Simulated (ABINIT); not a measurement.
# CdTe (F-43m) in ABINIT: further runs

Aim: see how the results for CdTe move with the level of theory and the settings. Levels: PBEsol, LDA-VWN, revPBE, LDA-PZ, OLYP. Tasks: equation of state, band structure.

All numbers are computed with ABINIT 10.8.3 (patched build); they aren't measurements. Logs are shortened: lines on timing, memory, paths and dates and some standing lists are left out, and cuts for length are marked. The log counts tension as positive stress, the text compression.

**The experiment to reproduce.**

“Multiscale insight into the Cd1-xZnxTe vibrational-mechanical properties -- High-pressure experiments and ab initio calculations”, 2023, arxiv:2306.14539 quotes, for a powder of CdTe: bulk modulus 42 ± 2 GPa.

From a printed reference work, data compilation, for a bulk crystal of CdTe at 0 K: band gap 1.607 eV.

How close the calculation comes is told below.

## Step 1: The structure

Symmetry: F-43m, No. 216, cubic system. Conventional cell: a = 6.410 Å, b = 6.410 Å, c = 6.410 Å, α = 90.00°, β = 90.00°, γ = 90.00°. Te (site symmetry -43m) is surrounded by 4 Cd at 2.78 Å. Around Cd (site symmetry -43m) lie 4 Te at 2.78 Å.

## Step 2: Equation of state, PBEsol

run.abi

```
# Datasets: one volume each
ndtset 7
getwfk -1
scalecart1 3*0.9795861087
scalecart2 3*0.9864848297
scalecart3 3*0.9932883884
scalecart4 3*1.0000000000
scalecart5 3*1.0066227096
scalecart6 3*1.0131594038
scalecart7 3*1.0196128224

# Pseudopotentials
pp_dirpath "./"
pseudos "Te.GGA_PBE-JTH.xml, Cd.GGA_PBE-JTH.xml"

# Structure
acell 4.5325544674 4.5325544674 4.5325544674 Angstrom
rprim
     0.0000000000     0.7071067812     0.7071067812
     0.7071067812     0.0000000000     0.7071067812
     0.7071067812     0.7071067812     0.0000000000
ntypat 2
znucl 52 48
natom 2
typat 1 2
xred
     0.7500000000     0.7500000000     0.7500000000
     0.0000000000     0.0000000000     0.0000000000

# Plane-wave basis
ecut 326.536635 eV
pawecutdg 24.0

# k points
kptopt 1
ngkpt 7 7 7
nshiftk 1
shiftk 0.0 0.0 0.0

# Exchange and correlation
ixc -116133

# Bands and occupations
nband 13
occopt 3
tsmear 0.00183747

# SCF cycle
nstep 100
tolvrs 1.0e-9

# Output
iomode 3
prtwf 1
prtden 0
prteig 0
prtebands 0
enunit 1
```

Potentials or basis: JTH PAW PBE v2.0.

The run is started by

```sh
$ abinit run.abi > log 2>&1
```

run.abo:

```text
.Version 10.8.3 of ABINIT
 DATASET    1 : space group F-4 3 m (#216); Bravais cF (face-center cubic)
================================================================================
 Values of the parameters that define the memory need for DATASET  1.
     intxc =       0    ionmov =       0      iscf =      17    lmnmax =      18
     lnmax =       6     mgfft =      30  mpssoang =       3    mqgrid =    3001
     natom =       2  nloc_mem =       2    nspden =       1   nspinor =       1
    nsppol =       1      nsym =      24    n1xccc =       1    ntypat =       2
    occopt =       3   xclevel =       2
       mpw =         841          nfft =       27000          nkpt =          20
 PAW method is used; the additional fine FFT grid is defined by:
   mgfftf=        40    nfftf =     64000
================================================================================
================================================================================
[... 71 lines left out ...]
 DATASET    7 : space group F-4 3 m (#216); Bravais cF (face-center cubic)
================================================================================
 Values of the parameters that define the memory need for DATASET  7.
     intxc =       0    ionmov =       0      iscf =      17    lmnmax =      18
     lnmax =       6     mgfft =      30  mpssoang =       3    mqgrid =    3001
     natom =       2  nloc_mem =       2    nspden =       1   nspinor =       1
    nsppol =       1      nsym =      24    n1xccc =       1    ntypat =       2
    occopt =       3   xclevel =       2
       mpw =         950          nfft =       27000          nkpt =          20
 PAW method is used; the additional fine FFT grid is defined by:
   mgfftf=        40    nfftf =     64000
================================================================================
================================================================================

--------------------------------------------------------------------------------
------------- Echo of variables that govern the present computation ------------
--------------------------------------------------------------------------------
 -outvars: echo values of preprocessed input variables --------
            acell      8.5652865941E+00  8.5652865941E+00  8.5652865941E+00 Bohr
              amu      1.27600000E+02  1.12411000E+02
             ecut      1.20000000E+01 Hartree
           enunit           1
           getwfk          -1
              ixc     -116133
           jdtset        1    2    3    4    5    6    7
         kptrlatt        7    0    0      0    7    0      0    0    7
          kptrlen1     5.87330504E+01
          kptrlen2     5.91466770E+01
          kptrlen3     5.95545980E+01
          kptrlen4     5.99570062E+01
          kptrlen5     6.03540840E+01
          kptrlen6     6.07460046E+01
          kptrlen7     6.11329323E+01
            natom           2
            nband          13
           ndtset           7
[... 118 lines left out ...]
         ecut(hartree)=     24.000   => boxcut(ratio)=   2.16175

--- Pseudopotential description ------------------------------------------------
- pspini: atom type   1  psp file is ./Te.GGA_PBE-JTH.xml
 Pseudopotential format is: paw10
 basis_size (lnmax)=  4 (lmn_size=  8), orbitals=   0   0   1   1
 Spheres core radius: rc_sph= 2.31107438
 Shapefunction is SIN type: shapef(r)=[sin(pi*r/rshp)/(pi*r/rshp)]**2
 Radius for shape functions =  2.10488624
 Compensation charge density is not taken into account in XC energy/potential

- pspini: atom type   2  psp file is ./Cd.GGA_PBE-JTH.xml
 Pseudopotential format is: paw10
 basis_size (lnmax)=  6 (lmn_size= 18), orbitals=   0   0   1   1   2   2
 Spheres core radius: rc_sph= 2.50233826
 Shapefunction is BESSEL type: shapef(r,l)=aa(1,l)*jl(q(1,l)*r)+aa(2,l)*jl(q(2,l)*r)
 Radius for shape functions =  2.31074885
 Compensation charge density is not taken into account in XC energy/potential

   2.44797133E+03                                ecore*ucvol(ha*bohr**3)
--------------------------------------------------------------------------------

================================================================================

--- !BeginCycle
iteration_state: {dtset: 1, }
solver: {iscf: 17, nstep: 100, nline: 4, wfoptalg: 10, }
tolerances: {tolvrs: 1.00E-09, }
...
[... 1304 lines left out ...]
-Cartesian components of stress tensor (GPa)         [Pressure= -3.5961E+00 GPa]
- sigma(1 1)=  3.59608173E+00  sigma(3 2)=  0.00000000E+00
- sigma(2 2)=  3.59608173E+00  sigma(3 1)=  0.00000000E+00
- sigma(3 3)=  3.59608173E+00  sigma(2 1)=  0.00000000E+00

== END DATASET(S) ==============================================================
================================================================================

 -outvars: echo values of variables after computation  --------
            acell      8.5652865941E+00  8.5652865941E+00  8.5652865941E+00 Bohr
           etotal1    -5.5914910314E+01
           etotal2    -5.5916351707E+01
           etotal3    -5.5917518839E+01
           etotal4    -5.5918145968E+01
           etotal5    -5.5918650123E+01
           etotal6    -5.5918740405E+01
           etotal7    -5.5918676097E+01
            fcart1    -0.0000000000E+00 -0.0000000000E+00 -0.0000000000E+00
                      -0.0000000000E+00 -0.0000000000E+00 -0.0000000000E+00
            fcart2    -0.0000000000E+00 -0.0000000000E+00 -0.0000000000E+00
                      -0.0000000000E+00 -0.0000000000E+00 -0.0000000000E+00
            fcart3    -4.1961224403E-30 -1.3987074801E-30  6.9935374004E-30
                       4.1961224403E-30  1.3987074801E-30 -6.9935374004E-30
            fcart4     1.6671838785E-29 -2.7786397975E-30 -1.1114559190E-29
                      -1.6671838785E-29  2.7786397975E-30  1.1114559190E-29
            fcart5     1.3801793716E-30  1.3801793716E-30 -4.1405381147E-30
                      -1.3801793716E-30 -1.3801793716E-30  4.1405381147E-30
[... 38 lines left out ...]
                       0.0000000000E+00  0.0000000000E+00  0.0000000000E+00
           xangst1     4.7093602177E+00  4.7093602177E+00  4.7093602177E+00
                       0.0000000000E+00  0.0000000000E+00  0.0000000000E+00
           xangst2     4.7425258189E+00  4.7425258189E+00  4.7425258189E+00
                       0.0000000000E+00  0.0000000000E+00  0.0000000000E+00
           xangst3     4.7752339273E+00  4.7752339273E+00  4.7752339273E+00
                       0.0000000000E+00  0.0000000000E+00  0.0000000000E+00
           xangst4     4.8075000001E+00  4.8075000001E+00  4.8075000001E+00
                       0.0000000000E+00  0.0000000000E+00  0.0000000000E+00
           xangst5     4.8393386765E+00  4.8393386765E+00  4.8393386765E+00
                       0.0000000000E+00  0.0000000000E+00  0.0000000000E+00
           xangst6     4.8707638339E+00  4.8707638339E+00  4.8707638339E+00
                       0.0000000000E+00  0.0000000000E+00  0.0000000000E+00
           xangst7     4.9017886438E+00  4.9017886438E+00  4.9017886438E+00
                       0.0000000000E+00  0.0000000000E+00  0.0000000000E+00
             xred      7.5000000000E-01  7.5000000000E-01  7.5000000000E-01
                       0.0000000000E+00  0.0000000000E+00  0.0000000000E+00
 Calculation completed.
```

Wall time 3.1 min (1 thread of Arm Neoverse V1, shared host); peak memory 0.13 GiB.

What came out:

```yaml
Equilibrium_volume: "34.30 Å³/atom (rough: see the caveat)"
Bulk_modulus: 41 GPa (rough)
```

Energy against volume, from the lowest point:
| volume (Å³/atom) | energy (meV/atom) |
| --- | --- |
| 30.947 | 52.11 |
| 31.605 | 32.50 |
| 32.263 | 16.62 |
| 32.922 | 8.09 |
| 33.580 | 1.23 |
| 34.239 | 0.00 |
| 34.897 | 0.87 |

Caveat: the cutoff is too short for stress, so the log's stress isn't used; pressures at fixed basis lie under the slope of the energies; the fit is doubtful: noisy points or a state that changes with volume; the PAW data sets were made with another functional, which shifts forces and pressure a little. The run has no spin-orbit coupling, so splittings on Te are missing.

## Step 3: Equation of state, LDA-VWN

Changes to run.abi since step 2:

```diff
@@ -13,3 +13,3 @@
 pp_dirpath "./"
-pseudos "Te.GGA_PBE-JTH.xml, Cd.GGA_PBE-JTH.xml"
+pseudos "Te.LDA_PW-JTH.xml, Cd.LDA_PW-JTH.xml"
 
@@ -30,4 +30,4 @@
 # Plane-wave basis
-ecut 326.536635 eV
-pawecutdg 24.0
+ecut 17.0
+pawecutdg 34.0
 
@@ -40,3 +40,3 @@
 # Exchange and correlation
-ixc -116133
+ixc -1007
 
@@ -45,3 +45,3 @@
 occopt 3
-tsmear 0.00183747
+tsmear 0.05 eV
```

Potentials or basis: JTH PAW LDA v2.0.

The run is started by

```sh
$ abinit run.abi > log 2>&1
```

run.abo:

```text
.Version 10.8.3 of ABINIT
 DATASET    1 : space group F-4 3 m (#216); Bravais cF (face-center cubic)
================================================================================
 Values of the parameters that define the memory need for DATASET  1.
     intxc =       0    ionmov =       0      iscf =      17    lmnmax =      18
     lnmax =       6     mgfft =      32  mpssoang =       3    mqgrid =    3001
     natom =       2  nloc_mem =       2    nspden =       1   nspinor =       1
    nsppol =       1      nsym =      24    n1xccc =       1    ntypat =       2
    occopt =       3   xclevel =       1
       mpw =        1416          nfft =       32768          nkpt =          20
 PAW method is used; the additional fine FFT grid is defined by:
   mgfftf=        48    nfftf =    110592
================================================================================
================================================================================
[... 71 lines left out ...]
 DATASET    7 : space group F-4 3 m (#216); Bravais cF (face-center cubic)
================================================================================
 Values of the parameters that define the memory need for DATASET  7.
     intxc =       0    ionmov =       0      iscf =      17    lmnmax =      18
     lnmax =       6     mgfft =      36  mpssoang =       3    mqgrid =    3001
     natom =       2  nloc_mem =       2    nspden =       1   nspinor =       1
    nsppol =       1      nsym =      24    n1xccc =       1    ntypat =       2
    occopt =       3   xclevel =       1
       mpw =        1600          nfft =       46656          nkpt =          20
 PAW method is used; the additional fine FFT grid is defined by:
   mgfftf=        48    nfftf =    110592
================================================================================
================================================================================

--------------------------------------------------------------------------------
------------- Echo of variables that govern the present computation ------------
--------------------------------------------------------------------------------
 -outvars: echo values of preprocessed input variables --------
            acell      8.5652865941E+00  8.5652865941E+00  8.5652865941E+00 Bohr
              amu      1.27600000E+02  1.12411000E+02
             ecut      1.70000000E+01 Hartree
           enunit           1
           getwfk          -1
              ixc       -1007
           jdtset        1    2    3    4    5    6    7
         kptrlatt        7    0    0      0    7    0      0    0    7
          kptrlen1     5.87330504E+01
          kptrlen2     5.91466770E+01
          kptrlen3     5.95545980E+01
          kptrlen4     5.99570062E+01
          kptrlen5     6.03540840E+01
          kptrlen6     6.07460046E+01
          kptrlen7     6.11329323E+01
            natom           2
            nband          13
           ndtset           7
            ngfft1         32      32      32
            ngfft2         32      32      32
            ngfft3         32      32      32
            ngfft4         32      32      32
            ngfft5         36      36      36
            ngfft6         36      36      36
            ngfft7         36      36      36
          ngfftdg          48      48      48
             nkpt          20
            nstep         100
[... 43 lines left out ...]
           xangst6     4.8707638339E+00  4.8707638339E+00  4.8707638339E+00
                       0.0000000000E+00  0.0000000000E+00  0.0000000000E+00
           xangst7     4.9017886438E+00  4.9017886438E+00  4.9017886438E+00
                       0.0000000000E+00  0.0000000000E+00  0.0000000000E+00
            xcart1     8.8994010396E+00  8.8994010396E+00  8.8994010396E+00
                       0.0000000000E+00  0.0000000000E+00  0.0000000000E+00
            xcart2     8.9620749427E+00  8.9620749427E+00  8.9620749427E+00
                       0.0000000000E+00  0.0000000000E+00  0.0000000000E+00
            xcart3     9.0238843098E+00  9.0238843098E+00  9.0238843098E+00
                       0.0000000000E+00  0.0000000000E+00  0.0000000000E+00
            xcart4     9.0848583505E+00  9.0848583505E+00  9.0848583505E+00
                       0.0000000000E+00  0.0000000000E+00  0.0000000000E+00
            xcart5     9.1450247291E+00  9.1450247291E+00  9.1450247291E+00
                       0.0000000000E+00  0.0000000000E+00  0.0000000000E+00
            xcart6     9.2044096700E+00  9.2044096700E+00  9.2044096700E+00
                       0.0000000000E+00  0.0000000000E+00  0.0000000000E+00
            xcart7     9.2630380638E+00  9.2630380638E+00  9.2630380638E+00
                       0.0000000000E+00  0.0000000000E+00  0.0000000000E+00
             xred      7.5000000000E-01  7.5000000000E-01  7.5000000000E-01
                       0.0000000000E+00  0.0000000000E+00  0.0000000000E+00
            znucl       52.00000   48.00000

================================================================================

 chkinp: Checking input parameters for consistency, jdtset=   1.

 chkinp: Checking input parameters for consistency, jdtset=   2.
[... 36 lines left out ...]
 getcut: wavevector=  0.0000  0.0000  0.0000  ngfft=  48  48  48
         ecut(hartree)=     34.000   => boxcut(ratio)=   2.17948

--- Pseudopotential description ------------------------------------------------
- pspini: atom type   1  psp file is ./Te.LDA_PW-JTH.xml
 Pseudopotential format is: paw10
 basis_size (lnmax)=  4 (lmn_size=  8), orbitals=   0   0   1   1
 Spheres core radius: rc_sph= 2.31107438
 Shapefunction is SIN type: shapef(r)=[sin(pi*r/rshp)/(pi*r/rshp)]**2
 Radius for shape functions =  2.10488624
 Compensation charge density is not taken into account in XC energy/potential

- pspini: atom type   2  psp file is ./Cd.LDA_PW-JTH.xml
 Pseudopotential format is: paw10
 basis_size (lnmax)=  6 (lmn_size= 18), orbitals=   0   0   1   1   2   2
 Spheres core radius: rc_sph= 2.50233826
 Shapefunction is BESSEL type: shapef(r,l)=aa(1,l)*jl(q(1,l)*r)+aa(2,l)*jl(q(2,l)*r)
 Radius for shape functions =  2.31074885
 Compensation charge density is not taken into account in XC energy/potential

   2.40960739E+03                                ecore*ucvol(ha*bohr**3)
--------------------------------------------------------------------------------

================================================================================

--- !BeginCycle
iteration_state: {dtset: 1, }
solver: {iscf: 17, nstep: 100, nline: 4, wfoptalg: 10, }
tolerances: {tolvrs: 1.00E-09, }
...
[... 1232 lines left out ...]
-Cartesian components of stress tensor (GPa)         [Pressure= -2.5915E+00 GPa]
- sigma(1 1)=  2.59146593E+00  sigma(3 2)=  0.00000000E+00
- sigma(2 2)=  2.59146593E+00  sigma(3 1)=  0.00000000E+00
- sigma(3 3)=  2.59146593E+00  sigma(2 1)=  0.00000000E+00

== END DATASET(S) ==============================================================
================================================================================

 -outvars: echo values of variables after computation  --------
            acell      8.5652865941E+00  8.5652865941E+00  8.5652865941E+00 Bohr
           etotal1    -5.6138665769E+01
           etotal2    -5.6139501239E+01
           etotal3    -5.6139990852E+01
           etotal4    -5.6140155837E+01
           etotal5    -5.6140027432E+01
           etotal6    -5.6139668618E+01
           etotal7    -5.6139067751E+01
            fcart1     3.5456808911E-31  1.7728404456E-31 -7.0913617823E-31
                      -3.5456808911E-31 -1.7728404456E-31  7.0913617823E-31
            fcart2    -0.0000000000E+00 -0.0000000000E+00 -0.0000000000E+00
                      -0.0000000000E+00 -0.0000000000E+00 -0.0000000000E+00
            fcart3    -4.3709608753E-32 -4.3709608753E-32  1.3112882626E-31
                       4.3709608753E-32  4.3709608753E-32 -1.3112882626E-31
            fcart4    -6.9465994937E-31 -3.4732997469E-30  2.0839798481E-30
                       6.9465994937E-31  3.4732997469E-30 -2.0839798481E-30
            fcart5    -0.0000000000E+00 -0.0000000000E+00 -0.0000000000E+00
                      -0.0000000000E+00 -0.0000000000E+00 -0.0000000000E+00
[... 38 lines left out ...]
                       0.0000000000E+00  0.0000000000E+00  0.0000000000E+00
           xangst1     4.7093602177E+00  4.7093602177E+00  4.7093602177E+00
                       0.0000000000E+00  0.0000000000E+00  0.0000000000E+00
           xangst2     4.7425258189E+00  4.7425258189E+00  4.7425258189E+00
                       0.0000000000E+00  0.0000000000E+00  0.0000000000E+00
           xangst3     4.7752339273E+00  4.7752339273E+00  4.7752339273E+00
                       0.0000000000E+00  0.0000000000E+00  0.0000000000E+00
           xangst4     4.8075000001E+00  4.8075000001E+00  4.8075000001E+00
                       0.0000000000E+00  0.0000000000E+00  0.0000000000E+00
           xangst5     4.8393386765E+00  4.8393386765E+00  4.8393386765E+00
                       0.0000000000E+00  0.0000000000E+00  0.0000000000E+00
           xangst6     4.8707638339E+00  4.8707638339E+00  4.8707638339E+00
                       0.0000000000E+00  0.0000000000E+00  0.0000000000E+00
           xangst7     4.9017886438E+00  4.9017886438E+00  4.9017886438E+00
                       0.0000000000E+00  0.0000000000E+00  0.0000000000E+00
             xred      7.5000000000E-01  7.5000000000E-01  7.5000000000E-01
                       0.0000000000E+00  0.0000000000E+00  0.0000000000E+00
 Calculation completed.
```

It took 1.8 min on 1 thread of Arm Neoverse V1, shared host; peak memory 0.14 GiB.

What came out:

```yaml
Equilibrium_volume: 32.96 Å³/atom
Bulk_modulus: 47 GPa
Pressure_derivative_of_the_bulk_modulus: 4.8
```

Energy against volume, from the lowest point:
| volume (Å³/atom) | energy (meV/atom) |
| --- | --- |
| 30.947 | 20.27 |
| 31.605 | 8.91 |
| 32.263 | 2.24 |
| 32.922 | 0.00 |
| 33.580 | 1.75 |
| 34.239 | 6.63 |
| 34.897 | 14.80 |

Caveat: the cutoff is too short for stress, so the log's stress isn't used; pressures at fixed basis lie under the slope of the energies. The run has no spin-orbit coupling, so splittings on Te are missing.

(Continued in part 2 of 2.)
